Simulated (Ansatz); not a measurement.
NaI (rocksalt): gap against strain (uniaxial along z, other directions held)

NaI (rocksalt), relaxed with r2SCAN in Ansatz 0.2.0, then strained (uniaxial along z, other directions held; changes of length per length, axes as in the cell below) with the atoms relaxed again within the symmetry that is left. Space group Fm-3m (No. 225), cubic; a = 6.459 Å in the conventional setting, 33.69 Å³ an atom. Na is surrounded by 6 I at 3.23 Å; I is surrounded by 6 Na at 3.23 Å. Calculated for a static, non-magnetic cell.

```xyz
2
Lattice="0.0000 3.2297 3.2297 3.2297 0.0000 3.2297 3.2297 3.2297 0.0000" Properties=species:S:1:pos:R:3 pbc="T T T"
Na    0.0000    0.0000    0.0000
I     3.2297    3.2297    3.2297
```

Gaps are the least over each mesh (PBE 8×8×8, r2SCAN 8×8×8, HSE06 6×6×6 when unstrained) and the special points, which keep their unstrained names; stress is the change from the unstrained cell, compression positive.

| strain (%) | gap, PBE (eV) | gap, r2SCAN (eV) | gap, HSE06 (eV) | edges, HSE06 | stress along the strain, r2SCAN (GPa) | energy rise, r2SCAN (meV/atom) |
| --- | --- | --- | --- | --- | --- | --- |
| -3.16 | 3.738 | 4.539 | 4.775 | Γ | +1.39 | 4.4 |
| -0.5 | 3.672 | 4.462 | 4.704 | Γ | +0.18 | 0.1 |
| 0.0 | 3.661 | 4.449 | 4.692 | Γ | 0.00 | 0.0 |
| +0.5 | 3.644 | 4.429 | 4.673 | Γ | -0.17 | 0.1 |
| +4.11 | 3.532 | 4.305 | 4.553 | Γ | -1.12 | 5.2 |

Between zero and the nearest strains the slope of the HSE06 gap against strain is -0.025 eV per percent for negative and -0.037 for positive strain.

No spin-orbit coupling is included; it can move band edges with weight on the heavy atoms by tenths of an eV.

The meshes of the hybrids are coarse, so their gaps aren't converged to the digits shown.
